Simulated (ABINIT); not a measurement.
# Ru (P6_3/mmc) in ABINIT: a series of runs

One crystal, Ru, is run at these levels: LDA, PBEsol; tasks: single point.

Program: ABINIT 10.8.3 (patched build). These are calculated values, not measurements. Logs are shortened: lines on timing, memory, paths and dates and some standing lists are left out, and cuts for length are marked. The log counts tension as positive stress, the text compression.

**1. The crystal as given**

The structure is hexagonal, space group P6_3/mmc (No. 194). Conventional cell: a = 2.706 Å, b = 2.706 Å, c = 4.282 Å, α = 90.00°, β = 90.00°, γ = 120.00°. Ru (site symmetry -6m2) is surrounded by 12 Ru at 2.65 to 2.71 Å.

**2. Single point, LDA**

run.abi reads:

```
pp_dirpath "./"
pseudos "Ru.LDA_PW-JTH.xml"

acell 3*1.0
rprim
     5.1132209480     0.0000000000     0.0000000000
    -2.5566104740     4.4281792362     0.0000000000
     0.0000000000     0.0000000000     8.0916182930
ntypat 1
znucl 44
natom 2
typat 1 1
xred
     0.6666666667     0.3333333333     0.7500000000
     0.3333333333     0.6666666667     0.2500000000

ecut 15.0
pawecutdg 30.0

kptopt 1
ngkpt 14 14 8
nshiftk 1
shiftk 0.0 0.0 0.0

ixc 7

nband 20
occopt 3
tsmear 0.05 eV

nstep 100
tolvrs 1.0e-9

iomode 3
prtwf 0
prtden 0
prteig 0
prtebands 0
```

Potentials or basis: JTH PAW LDA v2.0.

Started as:

```bash
> abinit run.abi > log 2>&1
```

run.abo:

```text
.Version 10.8.3 of ABINIT
 Symmetries : space group P6_3/m m c (#194); Bravais hP (primitive hexag.)
================================================================================
 Values of the parameters that define the memory need of the present run
     intxc =       0    ionmov =       0      iscf =      17    lmnmax =      18
     lnmax =       6     mgfft =      30  mpssoang =       3    mqgrid =    3001
     natom =       2  nloc_mem =       2    nspden =       1   nspinor =       1
    nsppol =       1      nsym =      24    n1xccc =       1    ntypat =       1
    occopt =       3   xclevel =       1
       mpw =         527          nfft =        9720          nkpt =         120
 PAW method is used; the additional fine FFT grid is defined by:
   mgfftf=        40    nfftf =     29160
================================================================================
================================================================================

--------------------------------------------------------------------------------
------------- Echo of variables that govern the present computation ------------
--------------------------------------------------------------------------------
 -outvars: echo values of preprocessed input variables --------
            acell      1.0000000000E+00  1.0000000000E+00  1.0000000000E+00 Bohr
              amu      1.01070000E+02
             ecut      1.50000000E+01 Hartree
                       outvar_i_n : Printing only first  50 k-points.
              ixc           7
                       outvar_i_n : Printing only first  50 k-points.
         kptrlatt       14    0    0      0   14    0      0    0    8
          kptrlen      6.47329463E+01
            natom           2
            nband          20
            ngfft          18      18      30
          ngfftdg          27      27      40
             nkpt         120
            nstep         100
             nsym          24
           ntypat           1
                       prtocc : prtvol=0, do not print more k-points.
           occopt           3
        pawecutdg      3.00000000E+01 Hartree
           prtden           0
        prtebands           0
           prteig           0
            prtwf           0
            rprim      5.1132209480E+00  0.0000000000E+00  0.0000000000E+00
                      -2.5566104740E+00  4.4281792362E+00  0.0000000000E+00
                       0.0000000000E+00  0.0000000000E+00  8.0916182930E+00
          spgroup         194
           tolvrs      1.00000000E-09
           tsmear      1.83746611E-03 Hartree
            typat      1  1
           useylm           1
                       outvars : Printing only first  50 k-points.
           xangst      1.3528999991E+00  7.8109717867E-01  3.2114249978E+00
                       2.0313305201E-18  1.5621943573E+00  1.0704749993E+00
            xcart      2.5566104740E+00  1.4760597454E+00  6.0687137197E+00
                       3.8386583541E-18  2.9521194908E+00  2.0229045733E+00
             xred      6.6666666667E-01  3.3333333333E-01  7.5000000000E-01
                       3.3333333333E-01  6.6666666667E-01  2.5000000000E-01
            znucl       44.00000

================================================================================

 chkinp: Checking input parameters for consistency.

================================================================================
== DATASET  1 ==================================================================

--- !DatasetInfo
iteration_state: {dtset: 1, }
dimensions: {natom: 2, nkpt: 120, mband: 20, nsppol: 1, nspinor: 1, nspden: 1, mpw: 527, }
cutoff_energies: {ecut:  15.0, pawecutdg:  30.0, }
electrons: {nelect:   3.20000000E+01, charge:   0.00000000E+00, occopt:   3.00000000E+00, tsmear:   1.83746611E-03, }
meta: {optdriver: 0, ionmov: 0, optcell: 0, iscf: 17, paral_kgb: 0, }
...

 Exchange-correlation functional for the present dataset will be:
  LDA: Perdew-Wang 92 LSD fit to Ceperley-Alder data - ixc=7
  J.P.Perdew and Y.Wang, PRB 45, 13244 (1992)

 Real(R)+Recip(G) space primitive vectors, cartesian coordinates (Bohr,Bohr^-1):
 R(1)=  5.1132209  0.0000000  0.0000000  G(1)=  0.1955714  0.1129132  0.0000000
 R(2)= -2.5566105  4.4281792  0.0000000  G(2)=  0.0000000  0.2258265  0.0000000
 R(3)=  0.0000000  0.0000000  8.0916183  G(3)=  0.0000000  0.0000000  0.1235847
 Unit cell volume ucvol=  1.8321252E+02 bohr^3
 Angles (23,13,12)=  9.00000000E+01  9.00000000E+01  1.20000000E+02 degrees

 Coarse grid specifications (used for wave-functions):

 getcut: wavevector=  0.0000  0.0000  0.0000  ngfft=  18  18  30
         ecut(hartree)=     15.000   => boxcut(ratio)=   2.02329

 Fine grid specifications (used for densities):

 getcut: wavevector=  0.0000  0.0000  0.0000  ngfft=  27  27  40
         ecut(hartree)=     30.000   => boxcut(ratio)=   2.00493

--- Pseudopotential description ------------------------------------------------
- pspini: atom type   1  psp file is ./Ru.LDA_PW-JTH.xml
 Pseudopotential format is: paw10
 basis_size (lnmax)=  6 (lmn_size= 18), orbitals=   0   0   1   1   2   2
 Spheres core radius: rc_sph= 2.21046734
 Shapefunction is SIN type: shapef(r)=[sin(pi*r/rshp)/(pi*r/rshp)]**2
 Radius for shape functions =  2.00219127
 Compensation charge density is not taken into account in XC energy/potential

   2.01420814E+03                                ecore*ucvol(ha*bohr**3)
--------------------------------------------------------------------------------

================================================================================

--- !BeginCycle
iteration_state: {dtset: 1, }
solver: {iscf: 17, nstep: 100, nline: 4, wfoptalg: 10, }
tolerances: {tolvrs: 1.00E-09, }
...

     iter   Etot(hartree)      deltaE(h)  residm     nres2
 ETOT  1  -190.49117891942    -1.905E+02 8.933E+00 6.306E+00
 ETOT  2  -191.87486568973    -1.384E+00 1.911E-01 9.216E-01
 ETOT  3  -191.87137268725     3.493E-03 6.150E-02 2.060E-01
 ETOT  4  -191.87069911581     6.736E-04 2.432E-03 8.011E-03
 ETOT  5  -191.87074483513    -4.572E-05 1.988E-03 1.402E-03
 ETOT  6  -191.87073970920     5.126E-06 5.020E-04 8.829E-06
 ETOT  7  -191.87074023669    -5.275E-07 4.488E-04 2.607E-05
 ETOT  8  -191.87074011315     1.235E-07 1.694E-04 2.705E-07
 ETOT  9  -191.87074011623    -3.081E-09 1.447E-04 1.844E-08
 ETOT 10  -191.87074011623     3.666E-12 5.830E-05 5.291E-09
 ETOT 11  -191.87074011620     2.947E-11 4.270E-05 4.100E-10

 At SCF step   11       nres2   =  4.10E-10 < tolvrs=  1.00E-09 =>converged.

 Cartesian components of stress tensor (hartree/bohr^3)
  sigma(1 1)=  4.01046064E-04  sigma(3 2)=  0.00000000E+00
  sigma(2 2)=  4.01046062E-04  sigma(3 1)=  0.00000000E+00
  sigma(3 3)=  4.72802462E-04  sigma(2 1)=  0.00000000E+00

--- !ResultsGS
iteration_state: {dtset: 1, }
comment   : Summary of ground state results
lattice_vectors:
- [  5.1132209,   0.0000000,   0.0000000, ]
- [ -2.5566105,   4.4281792,   0.0000000, ]
- [  0.0000000,   0.0000000,   8.0916183, ]
lattice_lengths: [   5.11322,    5.11322,    8.09162, ]
lattice_angles: [ 90.000,  90.000, 120.000, ] # degrees, (23, 13, 12)
lattice_volume:   1.8321252E+02
convergence: {deltae:  2.947E-11, res2:  4.100E-10, residm:  4.270E-05, diffor: null, }
etotal    :  -1.91870740E+02
entropy   :   0.00000000E+00
fermie    :   5.25962759E-01
cartesian_stress_tensor: # hartree/bohr^3
- [  4.01046064E-04,   0.00000000E+00,   0.00000000E+00, ]
- [  0.00000000E+00,   4.01046062E-04,   0.00000000E+00, ]
- [  0.00000000E+00,   0.00000000E+00,   4.72802462E-04, ]
pressure_GPa:  -1.2503E+01
xred      :
- [  6.6667E-01,   3.3333E-01,   7.5000E-01, Ru]
- [  3.3333E-01,   6.6667E-01,   2.5000E-01, Ru]
cartesian_forces: # hartree/bohr
- [  5.26604512E-29,   3.04035257E-29,  -0.00000000E+00, ]
- [ -5.26604512E-29,  -3.04035257E-29,  -0.00000000E+00, ]
force_length_stats: {min:   6.08070514E-29, max:   6.08070514E-29, mean:   6.08070514E-29, }
...

 Integrated electronic density in atomic spheres:
 ------------------------------------------------
 Atom  Sphere_radius  Integrated_density
    1        2.21047         13.72674080
    2        2.21047         13.72674080

================================================================================

 ----iterations are completed or convergence reached----

 Mean square residual over all n,k,spin=   63.724E-09; max=  42.703E-06
 reduced coordinates (array xred) for    2 atoms
       0.666666666667      0.333333333333      0.750000000000
       0.333333333333      0.666666666667      0.250000000000
 rms dE/dt=  2.1985E-28; max dE/dt=  0.0000E+00; dE/dt below (all hartree)
    1      -0.000000000000      0.000000000000      0.000000000000
    2       0.000000000000      0.000000000000      0.000000000000

 cartesian coordinates (angstrom) at end:
    1      1.35289999907889     0.78109717866706     3.21142499780741
    2      0.00000000000000     1.56219435733412     1.07047499926914

 cartesian forces (hartree/bohr) at end:
    1      0.00000000000000     0.00000000000000    -0.00000000000000
    2     -0.00000000000000    -0.00000000000000    -0.00000000000000
 frms,max,avg= 3.5106967E-29 5.2660451E-29   0.000E+00  0.000E+00  0.000E+00 h/b

 cartesian forces (eV/Angstrom) at end:
    1      0.00000000000000     0.00000000000000    -0.00000000000000
    2     -0.00000000000000    -0.00000000000000    -0.00000000000000
 frms,max,avg= 1.8052729E-27 2.7079093E-27   0.000E+00  0.000E+00  0.000E+00 e/A
 length scales=  1.000000000000  1.000000000000  1.000000000000 bohr
              =  0.529177210544  0.529177210544  0.529177210544 angstroms
 Fermi (or HOMO) energy (hartree) =   0.52596   Average Vxc (hartree)=  -0.49217
 Eigenvalues (hartree) for nkpt= 120  k points:
 kpt#   1, nband= 20, wtk=  0.00064, kpt=  0.0000  0.0000  0.0000 (reduced coord)
  -2.15564   -2.14803   -1.07385   -1.03894   -1.03894   -1.03261   -1.03261   -1.03130
   0.22962    0.29619    0.43006    0.43006    0.43630    0.45531    0.45531    0.47468
   0.47468    0.56983    0.56983    0.57581
      occupation numbers for kpt#   1
   2.00000    2.00000    2.00000    2.00000    2.00000    2.00000    2.00000    2.00000
   2.00000    2.00000    2.00000    2.00000    2.00000    2.00000    2.00000    2.00000
   2.00000    0.00000    0.00000    0.00000
 prteigrs : prtvol=0 or 1, do not print more k-points.

--- !EnergyTerms
iteration_state     : {dtset: 1, }
comment             : Components of total free energy in Hartree
kinetic             :  2.29989249915348E+01
hartree             :  2.73966415166594E+01
xc                  : -7.78623749956004E+00
Ewald energy        : -1.63992206442879E+02
psp_core            :  1.09938348199895E+01
local_psp           : -9.41179344282786E+01
PAW spherical_terms :  1.26368233203296E+01
internal            : -1.91870153722204E+02
'-kT*entropy'       : -5.96113621499213E-04
total_energy        : -1.91870749835826E+02
total_energy_eV     : -5.22106908308865E+03
...

--- !EnergyTermsDC
iteration_state     : {dtset: 1, }
comment             : '"Double-counting" decomposition of free energy'
band_energy         : -1.46671380521406E+01
Ewald energy        : -1.63992206442879E+02
psp_core            :  1.09938348199895E+01
xc_dc               : -2.49985548094684E+01
PAW spherical_terms :  7.93920481918324E-01
internal            : -1.91870144002580E+02
'-kT*entropy'       : -5.96113621499213E-04
total_energy_dc     : -1.91870740116202E+02
total_energy_dc_eV  : -5.22106881860421E+03
...

--- !EnergyTermsWithPAWCore
iteration_state     : {dtset: 1, }
comment             : 'Components of total free energy, including PAW core contributions'
Total energy        : -9.05334098728880E+03
Total energy DC     : -9.05334097756918E+03
Total energy (eV)   : -2.46353958421687E+05
Total energy DC (eV): -2.46353958157202E+05
...

 Cartesian components of stress tensor (hartree/bohr^3)
  sigma(1 1)=  4.01046064E-04  sigma(3 2)=  0.00000000E+00
  sigma(2 2)=  4.01046062E-04  sigma(3 1)=  0.00000000E+00
  sigma(3 3)=  4.72802462E-04  sigma(2 1)=  0.00000000E+00

-Cartesian components of stress tensor (GPa)         [Pressure= -1.2503E+01 GPa]
- sigma(1 1)=  1.17991826E+01  sigma(3 2)=  0.00000000E+00
- sigma(2 2)=  1.17991825E+01  sigma(3 1)=  0.00000000E+00
- sigma(3 3)=  1.39103287E+01  sigma(2 1)=  0.00000000E+00

== END DATASET(S) ==============================================================
================================================================================

 -outvars: echo values of variables after computation  --------
            acell      1.0000000000E+00  1.0000000000E+00  1.0000000000E+00 Bohr
           etotal     -1.9187074012E+02
            fcart      5.2660451221E-29  3.0403525688E-29 -0.0000000000E+00
                      -5.2660451221E-29 -3.0403525688E-29 -0.0000000000E+00
            rprim      5.1132209480E+00  0.0000000000E+00  0.0000000000E+00
                      -2.5566104740E+00  4.4281792362E+00  0.0000000000E+00
                       0.0000000000E+00  0.0000000000E+00  8.0916182930E+00
           strten      4.0104606402E-04  4.0104606213E-04  4.7280246244E-04
                       0.0000000000E+00  0.0000000000E+00  0.0000000000E+00
           xangst      1.3528999991E+00  7.8109717867E-01  3.2114249978E+00
                       2.0313305201E-18  1.5621943573E+00  1.0704749993E+00
             xred      6.6666666667E-01  3.3333333333E-01  7.5000000000E-01
                       3.3333333333E-01  6.6666666667E-01  2.5000000000E-01
 Calculation completed.
```

It took 35 s on 1 thread of Intel Xeon Platinum 8559C (Emerald Rapids), shared host; peak memory 0.11 GiB.

Results:

* Free energy: -5221.0688 eV
* Pressure: -12.5 GPa
* Band gap on the k mesh: none (metal or under the smearing width)
* Valence electrons inside the program's atomic spheres: Ru 13.73 (radii [1.1697] Å)

Levels at points of the mesh, in eV from the Fermi level:
| k point | band 13 | band 14 | band 15 | band 16 | band 17 | band 18 | band 19 | band 20 |
| --- | --- | --- | --- | --- | --- | --- | --- | --- |
| (0.00, 0.00, 0.00) | -2.44 | -1.92 | -1.92 | -1.40 | -1.40 | 1.19 | 1.19 | 1.36 |
| (0.50, 0.00, 0.00) | -2.07 | -1.77 | -1.53 | 1.44 | 1.86 | 1.93 | 4.09 | 6.11 |
| (0.00, 0.00, 0.50) | -2.78 | -2.78 | -2.72 | -2.72 | 0.55 | 0.55 | 0.55 | 0.55 |
| (0.50, 0.00, 0.50) | -1.06 | -1.06 | 0.47 | 0.47 | 1.70 | 1.70 | 3.43 | 3.43 |

**3. Single point, PBEsol**

run.abi reads:

```
# Pseudopotentials
pp_dirpath "./"
pseudos "Ru.GGA_PBE-JTH.xml"

# Structure
acell 3*1.0 Angstrom
rprim
     2.7058000000     0.0000000000     0.0000000000
    -1.3529000000     2.3432915376     0.0000000000
     0.0000000000     0.0000000000     4.2819000000
ntypat 1
znucl 44
natom 2
typat 1 1
xred
     0.6666666667     0.3333333333     0.7500000000
     0.3333333333     0.6666666667     0.2500000000

# Plane-wave basis
ecut 15.0
pawecutdg 30.0

# k points
kptopt 1
ngkpt 14 14 8
nshiftk 1
shiftk 0.0 0.0 0.0

# Exchange and correlation
ixc -116133

# Bands and occupations
nband 20
occopt 3
tsmear 0.00183747

# SCF cycle
nstep 100
tolvrs 1.0e-9

# Output
iomode 3
prtwf 0
prtden 0
prteig 0
prtebands 0
enunit 2
```

Potentials or basis: JTH PAW PBE v2.0.

Started as:

```bash
> abinit run.abi > log 2>&1
```

It took 42 s on 1 thread of Intel Xeon Platinum 8559C (Emerald Rapids), shared host; peak memory 0.12 GiB.

Results (log left out):

| Quantity | Value |
| --- | --- |
| Free energy | -5207.4301 eV |
| Pressure | -5.9 GPa |
| Band gap on the k mesh | none (metal or under the smearing width) |
| Valence electrons inside the program's atomic spheres | Ru 13.72 (radii [1.1697] Å) |

Stress tensor (GPa, compression positive):
```
-5.40  0.00  0.00
 0.00 -5.40  0.00
 0.00  0.00 -7.03
```

Levels at points of the mesh, in eV from the Fermi level:
```
           k point  band 14  band 15  band 16  band 17  band 18  band 19
(0.00, 0.00, 0.00)    -1.92    -1.92    -1.39    -1.39     1.19     1.19
(0.50, 0.00, 0.00)    -1.79    -1.52     1.44     1.86     1.93     4.07
(0.00, 0.00, 0.50)    -2.77    -2.73    -2.73     0.55     0.55     0.55
(0.50, 0.00, 0.50)    -1.06     0.46     0.46     1.69     1.69     3.40
```

Caveat: the PAW data sets were made with another functional, which shifts forces and pressure a little.
